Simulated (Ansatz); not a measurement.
## HfN under changes of volume

One of the cells (14.793 Å³/atom); the others are scaled copies at fixed shape and fractional positions:

```
Hf N
1.0
     0.00000    2.45482    2.45482
     2.45482    0.00000    2.45482
     2.45482    2.45482    0.00000
Hf N
1 1
Direct
  0.00000 0.00000 0.00000
  0.25000 0.25000 0.25000
```

The cell comes from a database or a generator and needn't be the stable form of this composition.

| Quantity | Value |
| --- | --- |
| Program | Ansatz 0.2.0 |
| Functional | r2SCAN |
| Potentials or basis | Ansatz PAW |
| Cutoff | 500 eV (not typed: the program's choice for these potentials) |
| k mesh | 9 × 9 × 9 |
| Occupations | fermi-dirac, width 0.05 eV |
| Spin | no spin polarisation |

| volume (Å³/atom) | energy over the lowest point (meV/atom) | pressure (GPa) |
| --- | --- | --- |
| 13.906 | 23.37 | 11.3 |
| 14.201 | 7.25 | 6.3 |
| 14.497 | 0.00 | 1.8 |
| 14.793 | 0.64 | -2.3 |
| 15.089 | 8.35 | -5.9 |
| 15.385 | 22.43 | -9.2 |
| 15.681 | ? | ? |

Task: What does the run at 15.681 Å³/atom give?

Result: Energy over the lowest point 42.33 meV/atom; pressure -12.2 GPa.

Worked out: A Birch-Murnaghan fit of order 3 (a polynomial in V^(-2/3)) to the other rows has its minimum at 14.62 Å³/atom with B0 = V·E''(V) = 202 GPa and B' = 4.6. It gives 42.13 meV/atom at 15.681 Å³/atom, against the run's 42.33, and -dE/dV = -12.1 GPa, against -12.2.

Energies are extrapolated to zero smearing.

Caveats: the PAW data sets come from PBE, with cores solved anew for the run's functional, which leaves a small shift of forces and pressure.
